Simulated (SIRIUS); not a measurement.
Crystal: Mo.

```
CELL_PARAMETERS angstrom
-1.58381 1.58381 1.58381
1.58381 -1.58381 1.58381
1.58381 1.58381 -1.58381
ATOMIC_POSITIONS crystal
Mo 0.00000 0.00000 0.00000
```

Base run:

| Item | Value |
| --- | --- |
| Program | SIRIUS 7.10.0 |
| Functional | PBE |
| Potentials or basis | GBRV 1.5 PBE (ultrasoft) |
| Cutoff | 557 eV |
| Density cutoff | 5442 eV |
| k mesh | 12 × 12 × 12 |
| Occupations | fermi-dirac, width 0.05 eV |
| Spin | no spin polarisation |

Its results: band gap on the k mesh none (metal or under the smearing width); pressure -2.4 GPa.

Problem. The run is repeated on the same cell with these changes: potentials or basis from GBRV 1.5 PBE (ultrasoft) to SG15 1.2 PBE (norm-conserving); cutoff from 557 eV to 1102 eV; density cutoff from 5442 eV to 4408 eV. What comes out?

Solution. Band gap on the k mesh none (metal or under the smearing width); pressure -2.0 GPa.

Not every run made on this cell is shown here.
